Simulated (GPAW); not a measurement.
Runs of GPAW 26.7.0 on AlN. It takes space group F-43m (No. 216, cubic). The conventional cell has a = 4.368 Å, b = 4.368 Å, c = 4.368 Å, α = 90.00°, β = 90.00°, γ = 90.00°. Around Al (site symmetry -43m) lie 4 N at 1.89 Å. Around N (site symmetry -43m) lie 4 Al at 1.89 Å. Measurements of this composition are mostly on another form, of space group No. 186.

| task | level | potentials or basis | cell | k mesh | cutoff (eV) | maxiter | convergence | supercell | supercell k mesh | displacement | gap on the mesh (eV) | pressure (GPa) |
| --- | --- | --- | --- | --- | --- | --- | --- | --- | --- | --- | --- | --- |
| single point | LDA | the program's PAW data sets (release 1.2.1) made for this functional, pw | volume scaled by 0.96 | 9 × 9 × 9 | 650 | 80 | - | - | - | - | 3.44 | (a) |
| phonons | revPBE+D3(BJ)+ATM | the program's PAW data sets (release 1.2.1) made for this functional, pw | relaxed | 10 × 10 × 10 | 800 | 150 | density=1e-06 eigenstates=1e-09 | 1 × 1 × 1 | 10 × 10 × 10 | 0.02 | 3.33 | 0.0 |
| ts | revPBE+TS | the program's PAW data sets (release 1.2.1) made for this functional, pw | as given | 10 × 10 × 10 | 800 | 150 | - | - | - | - | 3.33 | - |
| gruneisen | PW91 | PAW data sets generated in the run's folder for this functional, pw | relaxed | 10 × 10 × 10 | 680 | 150 | density=1e-06 eigenstates=1e-09 | 1 × 1 × 1 | 10 × 10 × 10 | 0.01 | 3.34 | 0.0 |
| band structure | optB88-vdW | GPAW PAW data sets (gpaw-data 1.2.1), pw | as given | 10 × 10 × 10 | 800 | 150 | - | - | - | - | 3.52 | - |

Alike in all rows: no spin polarisation; smearing fermi-dirac 0.05 eV.

Fill in the values left out.

(a) 2.3.

Caveats: the cutoff is short for stress and forces, so pressures can be off by a GPa or more (some runs); the LO-TO splitting is left out (some runs); an odd mesh through Γ misses points on the zone boundary, where band edges often lie (some runs); the density grid can change from cell to cell, which puts small steps into energies and stress (some runs); the PAW data sets were made with another functional, which shifts forces and pressure a little (some runs).
